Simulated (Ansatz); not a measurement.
**CuAu: a tetragonal deformation path**

The task here is to estimate one member of a computed series from the others.

Computed with Ansatz 0.2.0 (DFT PBE, scalar-relativistic, plane waves, PAW, unless a step's input says otherwise).

### Starting point

Symmetry: P4/mmm, No. 123, tetragonal system. Conventional cell: a = 2.800 Å, b = 2.800 Å, c = 3.670 Å, α = 90.00°, β = 90.00°, γ = 90.00°. Around Cu (site symmetry 4/mmm) lie 8 Au at 2.70 Å and 4 Cu at 2.80 Å. Around Au (site symmetry 4/mmm) lie 8 Cu at 2.70 Å and 4 Au at 2.80 Å.

Structure file:

```cif
data_structure
_symmetry_space_group_name_H-M 'P 1'
_symmetry_Int_Tables_number 1
_cell_length_a 2.8000
_cell_length_b 2.8000
_cell_length_c 3.6700
_cell_angle_alpha 90.000
_cell_angle_beta 90.000
_cell_angle_gamma 90.000
_cell_volume 28.77
loop_
_atom_site_label
_atom_site_type_symbol
_atom_site_fract_x
_atom_site_fract_y
_atom_site_fract_z
_atom_site_occupancy
Cu1 Cu 0.50000 0.50000 0.50000 1
Au1 Au 0.00000 0.00000 0.00000 1
```

The cell is taken as given, not relaxed at this level.

The first run:

At fixed volume and fractional coordinates, lengths along (0.000, 0.000, 1.000) are scaled against those across it; ρ is that ratio over its starting value.

Input file input.yaml:

```yaml
crystal:
  lattice:
    - [2.9558681375, 0.0, 0.0]
    - [0.0, 2.9558681375, 0.0]
    - [0.0, 0.0, 3.2931538054]
  atoms:
    - { symbol: Cu, position: [0.5, 0.5, 0.5] }
    - { symbol: Au, position: [0.0, 0.0, 0.0] }
basis:
  ecutwfc: 420
kpoints:
  mp_grid: { grid: [18, 18, 14] }
hamiltonian:
  xc: pbe
scf:
  occupations: { method: gaussian, width: 0.15 }
output:
  forces: true
  stress: true
  eigenvalues: true
  write_density: true
  write_potential: true
  elf: true
  volumetric_format: npy
```

Command:

```
> ansatz run input.yaml --threads 1 --pin off --max-ram 2560MiB --backend cpu --events-out ev --progress --plain --runs-dir out
```

Among the steps run: ρ = 0.850; ρ = 1.200; ρ = 0.920; At ρ = 1.100; At ρ = 0.960; ρ = 1.050; Point ρ = 0.800; Point ρ = 1.300.

One of the session's tables, all rows but one given; the rest of the session is left out.

It belongs to the step «The scan collected». The scan, with free energies counted from the undisturbed cell:

| ρ | ΔE (meV/atom) | pressure (GPa) |
| --- | --- | --- |
| 0.800 | 4.5 | 6.4 |
| 0.850 | 2.4 | 6.4 |
| 0.920 | -0.1 | 6.5 |
| 0.960 | -1.4 | 6.6 |
| 1.000 | 0.0 | 6.8 |
| 1.050 | 6.4 | 7.1 |
| 1.100 | ? | ? |
| 1.200 | 87.1 | 10.5 |
| 1.300 | 202.6 | 14.9 |

**Question.** Estimate the row for ρ = 1.100.

Worked estimate for «ΔE (meV/atom)». A straight line through the neighbours (1.050, 6.4) and (1.200, 87.1) gives 6.4 + (87.1 − 6.4) × (1.100 − 1.050) / (1.200 − 1.050) = 33.3; a parabola fitted to 4 rows on both sides gives 20.9.

As computed: ΔE (meV/atom): 21.5; pressure (GPa): 7.8. In «ΔE (meV/atom)» the line misses by +11.8 and the parabola by -0.6.
